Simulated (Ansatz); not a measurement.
ZnS at 20 GPa: from Born charge to LO–TO splitting and polaron coupling

The calculation used DFT PBE, scalar-relativistic, plane waves, PAW in Ansatz 0.2.0. Settings: 420 eV plane-wave cutoff, Γ-centred 10×10×10 mesh, fixed occupations. No spin polarisation. Phonons by linear response, acoustic sum rule imposed.

The cell, relaxed at 20 GPa:
```xyz
2
Lattice="0.0000 2.5555 2.5555 2.5555 0.0000 2.5555 2.5555 2.5555 0.0000" Properties=species:S:1:pos:R:3 pbc="T T T"
Zn    0.0000    0.0000    0.0000
S     3.8332    3.8332    3.8332
```

The real crystal has changed phase below this pressure.

Linear response gives ν_TO = 356.4 cm⁻¹, Born charges ±1.758 e (positive on Zn) and ε∞ = 5.991. The primitive cell holds 33.376 Å³, and the masses are 65.380 and 32.060 amu.

**Question.** Find ν_LO and the static dielectric constant.

**Answer.** The long-wave field adds a restoring force: ω_LO² − ω_TO² = Z*²e²/(ε_vac ε∞ μV). In these units ν_LO² − ν_TO² = 4.92064×10⁷ Z*²/(μ V ε∞) cm⁻², with μ = m₁m₂/(m₁ + m₂) = 21.512 amu: 35352 cm⁻². So ν_LO = √(356.4² + 35352) = 403.0 cm⁻¹, and the run gives 403.0. Lyddane–Sachs–Teller then gives ε0 = ε∞ (ν_LO/ν_TO)² = 7.66, against 7.66 in the run (it forms both from the same three quantities, so the match checks the arithmetic only). Between ν_TO and ν_LO the dielectric function is negative and an undamped crystal reflects fully: a reststrahlen band from 24.8 to 28.1 μm.

**Question.** What do the Clausius–Mossotti polarisability and the Szigeti charge come to?

**Answer.** With the Lorentz local field, α = (3V/4π)(ε∞ − 1)/(ε∞ + 2) = 4.98 Å³ for the pair, and e_S = 3Z*/(ε∞ + 2) = 0.66 e. The Born charge includes the electrons' response to the dipole's own local field, and e_S takes that enhancement out. The Lorentz field assumes point-like polarisable ions, a poor picture once ε∞ is this large, since the electron clouds then overlap or are shared, so both numbers are formal here.

**Question.** How strongly does a slow electron couple to the LO mode?

**Answer.** For one isotropic parabolic band, Fröhlich's constant is α_F = (1/ε∞ − 1/ε0) √(m* Ry/ħω_LO), with Ry = 13.606 eV, ħω_LO = 50.0 meV and m* in free-electron masses: α_F = 0.0363 × 16.50 × √m* = 0.60 √m*. The band mass isn't part of this run; for m* = 0.1, 0.3 and 1 it gives 0.19, 0.33, 0.60. In weak coupling the polaron lies α_F ħω_LO below the band edge (16 meV at m* = 0.3) with a mass m*(1 + α_F/6); past α_F of about 5 or 6 that expansion fails. A semilocal functional's ε∞ tends to be too large, which taken alone lowers α_F.

Cost: 1 run of about 0.84 core-minutes, on Intel Xeon Platinum 8488C (Sapphire Rapids) (shared hosts).

The polar field stiffens the long-wave optical mode only moderately, from 356.4 to 403.0 cm⁻¹, because the valence electrons already screen most of it. The lattice therefore adds little to the dielectric constant, which rises from 5.991 to 7.66, and this small ionic share keeps the Fröhlich coupling weak for all three trial masses.

A Born charge of 1.758 e, close to the nominal divalent value, doesn't make ZnS a nearly ideal ionic crystal. It is a dynamical charge, and in a tetrahedral network of polar covalent bonds it includes the charge that flows between S 3p and Zn 4s and 4p states as the sublattices move.

At fixed Born charge and TO frequency, the lattice part of the static constant doesn't depend on ε∞, whereas the LO–TO splitting does, so too large an ε∞ would also place the LO mode too low. Real optical frequencies at the zone centre don't establish that this structure is dynamically stable, since acoustic branches may soften elsewhere in the zone.
